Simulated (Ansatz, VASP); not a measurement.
Two plane-wave programs on AlN

```
CELL_PARAMETERS angstrom
3.08877 0.00000 0.00000
-1.54438 2.67495 0.00000
0.00000 0.00000 4.94345
ATOMIC_POSITIONS crystal
Al 0.33333 0.66667 0.99991
Al 0.66667 0.33333 0.49991
N 0.33333 0.66667 0.38189
N 0.66667 0.33333 0.88189
```

Alike in both runs: functional LDA; k mesh 10 × 10 × 6; no spin polarisation.

Ansatz relaxed the structure, and its values are those at the end. VASP's run is a single point on that final structure, the one shown.

```csv
,VASP,Ansatz
version,VASP 6.6.1,Ansatz 0.2.0
potentials or method,"VASP PAW LDA potentials, release 64 (Al, N)","scalar-relativistic, plane waves, PAW"
plane-wave cutoff (eV),520,600
occupations,"gaussian, width 0.01 eV",fixed
valence electrons in the cell,16,16
```

|  | VASP | Ansatz | Ansatz less VASP |
| --- | --- | --- | --- |
| gap on the k mesh at the Fermi level (eV) | 4.42 | 4.42 | -0.005 |
| least direct gap on the mesh (eV) | 4.42 | 4.42 | -0.005 |
| pressure (GPa) | 0.6 | 0.0 | -0.63 |

A k mesh can miss the band edges. Expect the measured gap to be larger: semilocal functionals such as LDA lack the derivative discontinuity.
